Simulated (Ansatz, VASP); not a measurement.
**One calculation of HfB2, two programs**

```
Hf B
1.0
     3.14000    0.00000    0.00000
    -1.57000    2.71932    0.00000
     0.00000    0.00000    3.48000
Hf B
1 2
Cartesian
  0.0000 0.0000 0.0000
  1.5700 0.9064 1.7400
  0.0000 1.8129 1.7400
```

Alike in both runs: task single point; functional PBE; k mesh 5 × 5 × 4; occupations fermi-dirac, width 0.02 eV; no spin polarisation.

|  | VASP | Ansatz |
| --- | --- | --- |
| version | VASP 6.6.1 | Ansatz 0.2.0 |
| potentials or method | VASP PAW PBE potentials, release 64 (Hf_pv, B), cutoff 520 eV | all-electron LAPW, scalar-relativistic |

VASP gave:

| Property | Result |
| --- | --- |
| gap on the k mesh at the Fermi level (eV) | none |
| pressure (GPa) | 1.2 |
| largest component of the traceless stress (GPa) | 1.20 |

Task: What did Ansatz give for the same quantities?

Result: gap on the k mesh at the Fermi level (eV): none; pressure (GPa): 1.6; largest component of the traceless stress (GPa): 1.32.

A gap of «none» marks a metal or a gap that the smearing closes. Ansatz ran all-electron here, so the differences hold the error of VASP's frozen core and of both bases.

Caveats: the k mesh is coarse (spacing up to 0.46 Å⁻¹), so the values aren't converged. Spin-orbit coupling is left out, which matters for the levels of Hf.
